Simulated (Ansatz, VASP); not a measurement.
**Zn: VASP beside Ansatz**

The input POSCAR:

```
Zn
1.0
    2.6143598000      0.0000000000      0.0000000000
   -1.3071799000      2.2641020000      0.0000000000
    0.0000000000      0.0000000000      4.8731610200
Zn
2
Direct
    0.3333333300      0.6666666700      0.2500000000
    0.6666666700      0.3333333300      0.7500000000
```

File INCAR.step1:

```
SYSTEM = Zn
PREC     = Accurate       ! precision mode
ENCUT    = 520            ! plane-wave cutoff, eV
ISMEAR   = 0              ! smearing method
SIGMA    = 0.1            ! smearing width, eV
LREAL    = .False.        ! projectors in reciprocal space
LASPH    = .True.         ! aspherical terms in the spheres
NELM     = 60             ! most SCF steps
NBANDS   = 19             ! bands
GGA      = PE             ! functional
ALGO     = Normal         ! electronic algorithm
EDIFF    = 1E-4           ! SCF threshold, eV
LWAVE    = .True.         ! write WAVECAR
LCHARG   = .False.        ! write CHGCAR
```

Contents of INCAR.step2:

```
SYSTEM = Zn
PREC     = Accurate       ! precision mode
ENCUT    = 520            ! plane-wave cutoff, eV
EDIFF    = 1E-7           ! SCF threshold, eV
ISMEAR   = 0              ! smearing method
SIGMA    = 0.1            ! smearing width, eV
LREAL    = .False.        ! projectors in reciprocal space
LASPH    = .True.         ! aspherical terms in the spheres
NELM     = 60             ! most SCF steps
ALGO     = Normal         ! electronic algorithm
ISIF     = 2              ! what is computed and relaxed
LWAVE    = .False.        ! write WAVECAR
LCHARG   = .True.         ! write CHGCAR
METAGGA  = R2SCAN         ! meta-GGA
LMIXTAU  = .True.       
LUSE_VDW = .True.       
IVDW_NL  = 2            
BPARAM   = 11.95        
CPARAM   = 0.0093       
LELF     = .True.         ! ELF
LVHAR    = .True.       
NBANDS   = 19             ! bands
ISTART   = 1
```

The input KPOINTS:

```
regular mesh
0
Gamma
  9 9 4
  0 0 0
```

Input for Ansatz:

```yaml
crystal:
  lattice:
    - [2.6143598, 0.0, 0.0]
    - [-1.3071799, 2.264102, 0.0]
    - [0.0, 0.0, 4.87316102]
  atoms:
    - { symbol: Zn, position: [0.33333333, 0.66666667, 0.25] }
    - { symbol: Zn, position: [0.66666667, 0.33333333, 0.75] }
basis:
  ecutwfc: 500
kpoints:
  mp_grid: { grid: [9, 9, 4] }
hamiltonian:
  xc: r2scan
  dispersion: rvv10
  pseudopotentials: { kind: paw, azcp: { folder: soft_1 } }
scf:
  occupations: { method: gaussian, width: 0.1 }
output:
  forces: true
  stress: true
  eigenvalues: true
```

Alike in both runs: task single point; functional r2SCAN; dispersion rVV10; k mesh 9 × 9 × 4; occupations gaussian, width 0.1 eV; no spin polarisation.

```csv
,VASP,Ansatz
version,VASP 6.6.1,Ansatz 0.2.0
potentials or method,"VASP PAW PBE potentials, release 64 (Zn)","scalar-relativistic, plane waves, PAW"
plane-wave cutoff (eV),520,500
valence electrons in the cell,24,24
```

```csv
,VASP,Ansatz,Ansatz less VASP
gap on the k mesh at the Fermi level (eV),none,none,-
pressure (GPa),-1.2,-1.9,-0.69
largest component of the traceless stress (GPa),1.10,0.92,-0.183
```

A gap of «none» marks a metal or a gap that the smearing closes.

Caveats: the PAW data sets were made with another functional, which shifts forces and pressure a little (VASP).
